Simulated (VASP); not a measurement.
A run of VASP 6.6.1 is set up as follows.

INCAR

```
SYSTEM = Te2Mo
PREC = Accurate
ENCUT = 520
EDIFF = 1E-6
ISMEAR = -1
SIGMA = 0.05
LREAL = .False.
LASPH = .True.
NELM = 80
ALGO = Fast
ISIF = 2
LWAVE = .False.
LCHARG = .False.
GGA = PS
NBANDS = 64
```

KPOINTS

```
regular mesh
0
Gamma
  7 7 1
  0 0 0
```

The input POSCAR:

```
Te2Mo
1.0
    3.5613831954      0.0000000000      0.0000000000
   -1.7806915977      3.0842483198      0.0000000000
    0.0000000000      0.0000000000     38.9902681400
Te Mo
8 4
Direct
    0.3333333333      0.6666666667      0.3282231700
    0.3333333333      0.6666666667      0.9518180900
    0.6666666667      0.3333333333      0.1400809200
    0.6666666667      0.3333333333      0.7636306700
    0.6666666667      0.3333333333      0.0481819100
    0.6666666667      0.3333333333      0.6717768300
    0.3333333333      0.6666666667      0.2363693300
    0.3333333333      0.6666666667      0.8599190800
    0.6666666667      0.3333333333      0.2823380000
    0.6666666667      0.3333333333      0.9058588400
    0.3333333333      0.6666666667      0.0941411600
    0.3333333333      0.6666666667      0.7176620000
```

Potentials or basis: VASP PAW PBE potentials, release 64 (Te, Mo_sv).

Command:

```sh
$ cat potpaw_PBE.64/Te/POTCAR potpaw_PBE.64/Mo_sv/POTCAR > POTCAR
$ mpirun -np 1 vasp_std > vasp.out
```

Q: Predict the band gap on the k mesh.

A: 1.09 eV, indirect (least direct gap 1.29 eV).

Q: Estimate the largest force.

A: 0.148 eV/Å.

Forces in eV/Å, atoms in the order of the input:
```
Te   0.000  0.000 -0.148
Te   0.000  0.000 -0.096
Te   0.000  0.000 -0.087
Te   0.000  0.000 -0.093
Te   0.000  0.000  0.096
Te   0.000  0.000  0.148
Te   0.000  0.000  0.093
Te   0.000  0.000  0.087
Mo   0.000  0.000 -0.013
Mo   0.000  0.000  0.008
Mo   0.000  0.000 -0.008
Mo   0.000  0.000  0.013
```

Caveat: the PAW data sets were made with another functional, which shifts forces and pressure a little; spin-orbit coupling is left out, which moves the levels of the heavy elements.
